**Q:** We are considering SnSe$_2$ as a transistor channel, and its films are never free of stress. How much does a small change in volume matter?

**A:** Very little for the energy, and a great deal for the gap. Shrink the given cell, at 25.571 Å$^3$ an atom, by 3 %. That takes about 1 GPa and costs about 2 meV an atom, yet the computed band gap falls by 0.14 eV.

SnSe$_2$ in the CdI$_2$ structure (P-3m1), computed with Ansatz 0.2.0: scalar-relativistic PBE with D3(BJ) dispersion, plane-wave PAW, no spin polarisation, 420 eV cutoff, 12×12×6 k mesh. Cell shape and atoms are relaxed at each volume. Energies count from the minimum of a third-order Birch-Murnaghan fit, and positive pressure means compression.

| volume per atom (Å³/atom) | energy over minimum (meV/atom) | pressure (GPa) | band gap on mesh (eV) |
| --- | --- | --- | --- |
| 22.503 | 50.1 | 6.29 | 0.000 |
| 23.270 | 25.6 | 4.06 | 0.000 |
| 24.037 | 10.2 | 2.39 | 0.075 |
| 24.804 | 2.2 | 1.02 | 0.208 |
| 25.571 | -0.1 | 0.03 | 0.351 |
| 26.338 | 1.7 | -0.70 | 0.491 |
| 27.105 | ? | ? | ? |
| 28.128 | 14.9 | -1.50 | 0.665 |

**Q:** Does that matter at room temperature?

**A:** The density of thermally excited carriers in an undoped semiconductor varies as $\exp(-E_g/2k_BT)$, where $E_g$ is the gap, $k_B$ Boltzmann's constant and $T$ the temperature. With fixed band masses, a loss of 0.14 eV at 300 K multiplies it by about 16, and any leakage that these carriers cause in the off state grows about as much. This holds for equal pressure from all sides; a film clamped to a substrate is strained differently.

**Q:** One stretched cell, at 27.105 Å$^3$ an atom, has only question marks. Can you forecast its energy and pressure? I would draw a straight line for pressure against volume.

**A:** Your line assumes a constant stiffness, and the known cells contradict it. Differences of pressure give a bulk modulus, the resistance to a change of volume, of about 67 GPa between the two smallest cells. It is 29 GPa around the given cell and only 12 GPa between 26.338 and 28.128 Å$^3$. A straight line drawn from the given cell would therefore put too much tension, which is negative pressure, into the stretched crystal.

**Q:** Why does it soften so much?

**A:** The likely cause is its layers. Strong Sn–Se bonds hold each Se–Sn–Se sheet together, while weak dispersion forces hold the sheets to one another. The two act like a stiff and a soft spring in series: the soft one takes up most of the stretch and weakens as it opens. Under compression the facing Se atoms repel each other more strongly, and the soft spring stiffens. The cell edges show which direction is soft: over the whole compression, the edge across the sheets shortens by at least three times as large a fraction as the edges along them. The sheets themselves probably stiffen a little too, as strong bonds do when they are shortened. Rutile-type SnO$_2$, bonded strongly in all three directions, should change its stiffness by a smaller factor over the same range of relative volume.

**Q:** How do you turn that into a number?

**A:** I use a third-order Birch-Murnaghan law, which lets the stiffness change with strain. With $V$ the volume per atom and $V_r$ that of the given cell, the strain is

$$f=\tfrac12\left[(V_r/V)^{2/3}-1\right],$$

and the energy over the minimum is a cubic in $f$. Stretching makes $f$ negative, so a positive cubic term lowers the energy there and raises it under compression. Fitted to the energies of the seven known cells, the law gives for the hidden one, where $f=-0.0190$,

$$E=-0.06-0.36+7.23-0.78=6.03\ \text{meV an atom}.$$

The four terms are the constant, linear, quadratic and cubic parts. The zero of energy in the table comes from a fitted curve, so the −0.1 meV of the given cell is a misfit of that curve and not an energy below the minimum. The quadratic part already softens on stretching, because $f$ is not linear in volume; the cubic part adds to that.

The pressure is $P=-dE/dV$, and a fit of that form to the seven known pressures gives −1.13 GPa. My forecasts are 5.6 to 6.6 meV an atom and −1.30 to −1.00 GPa. These ranges are judgements that allow for the scatter of the fits. Your straight line gives 8.2 meV and −1.72 GPa, so the hidden cell can decide between us.

**Q:** And the gap?

**A:** The gap is the smallest energy difference between any filled and any empty state. Suppose that each such difference changes linearly with volume. The smallest of several straight lines can only bend downwards, because a line with a lower slope takes over as the volume grows. The hidden gap must then lie above the chord that joins its two neighbours, at 0.57 eV, and below the continued line of the smaller gapped cells, at 0.63 eV.

I take the middle, 0.60 eV, with these two limits as the range. They are soft, since the slopes between the smaller gapped cells do not fall quite steadily. The known gaps do slow down somewhere beyond 26.338 Å$^3$. If the coupling between sheets fades smoothly, the value should be near the middle; if another band edge takes over late, it should be near the top.

The withheld rows as computed:

| volume per atom (Å³/atom) | energy over minimum (meV/atom) | pressure (GPa) | band gap on mesh (eV) |
| --- | --- | --- | --- |
| 27.105 | 6.3 | -1.16 | 0.640 |

**Q:** So who was right about the elastic part?

**A:** The softening law. Its energy is 0.3 meV too low, about 4 % of the computed value, and its pressure is within 0.03 GPa. The straight line overrates the energy by about 30 % and the tension by nearly half. The small shortfall in energy is no surprise, since a single cubic term has to describe a crystal whose stiffness changes more than fivefold. The printed output below gives the fits and forecasts in full.

**Q:** But your gap is off.

**A:** Yes. The computed 0.64 eV lies 0.04 eV above my forecast and just outside the range. The assumption of straight lines was too strict: the gap climbed slightly faster than the continued line before it slowed down.

The miss also shows where the slowdown happens. From 26.338 to 27.105 Å$^3$ the gap rises by 0.19 eV for each Å$^3$ an atom, and from there to the largest cell by only 0.02. Smooth fading would have spread the slowdown over both steps. So late a break looks more like a change of band edge, and the pressure runs smoothly through the same region. It remains a guess, though: a gap alone doesn't identify the states, and a change in how the cell shares its stretch between its edges could also slow the rise.

**Q:** Can I read off the pressure at which the channel turns metallic?

**A:** No. In this calculation the gap closes between 2.4 and 4.1 GPa, but PBE makes gaps too small, so the real crystal probably closes later. The $k$ mesh can also miss the true band edges, and spin–orbit coupling is left out. The symmetry of the cell was kept, and other crystal structures that pressure might favour were not tried. The factor of 16 for the carriers is safer than the closing pressure, provided that the error of PBE stays about the same over that small step.

**Q:** What would you try first on another layered semiconductor?

**A:** I would let the stiffness fall on stretching, and I would interpolate the elastic curve with some confidence. For the gap I would follow the individual band edges with volume. A smooth curve through a few gaps can hide the place where one edge hands over to another.

Output of the analysis:

```
fit of energy_over_minimum on 7 rows: constant -0.05681 +/- 0.11, coefficient of f 18.98 +/- 7.1, coefficient of f**2 19930 +/- 171, coefficient of f**3 113447 +/- 6256; rms 0.117, worst 23.27 -0.195, leave-one-out rms 1.04
  rows outside the fit (model, value, miss): 27.105 6.028, 6.3, -0.272
fit of pressure on 7 rows: coefficient of g 0.05524 +/- 0.026, coefficient of g*f 82.03 +/- 1, coefficient of g*f**2 708.8 +/- 33; rms 0.0378, worst 24.037 -0.066, leave-one-out rms 0.112
  rows outside the fit (model, value, miss): 27.105 -1.134, -1.16, 0.0256
fit of band_gap_on_mesh on 4 rows ((band_gap_on_mesh > 0) & (volume < 27)): constant 0.3508 +/- 0.0018, coefficient of dv 0.1814 +/- 0.0019; rms 0.00227, worst 24.804 0.0037, leave-one-out rms 0.00513
  rows outside the fit (model, value, miss): 22.503 -0.2056, 0, -0.206; 23.27 -0.0665, 0, -0.0665; 27.105 0.629, 0.64, -0.011; 28.128 0.8145, 0.665, 0.15
bulk modulus from pressure differences, two smallest cells (GPa): 66.54
bulk modulus from pressure differences, around the given cell (GPa): 28.67
bulk modulus from pressure differences, 26.338 to 28.128 (GPa): 12.17
constant-slope forecast of energy at 27.105 (meV/atom): 8.234
constant-slope forecast of pressure at 27.105 (GPa): -1.72
pressure at 27.105 implied by the energy fit (GPa): -1.169
largest gap between energy-fit pressure and listed pressure, known rows (GPa): 0.07954
lower limit of gap forecast, chord (eV): 0.5656
upper limit of gap forecast, continued line (eV): 0.629
gap forecast at 27.105, midpoint (eV): 0.5973
gap forecast less computed gap at 27.105 (eV): -0.04272
mean gap slope from 26.338 to 28.128 (eV per Å³/atom): 0.09721
gap slope from 26.338 to 27.105 after reveal (eV per Å³/atom): 0.1943
gap slope from 27.105 to 28.128 after reveal (eV per Å³/atom): 0.02444
gap loss from 25.571 to 24.804 (eV): 0.143
factor in intrinsic carrier density from that loss at 300 K, fixed masses: 15.89
```
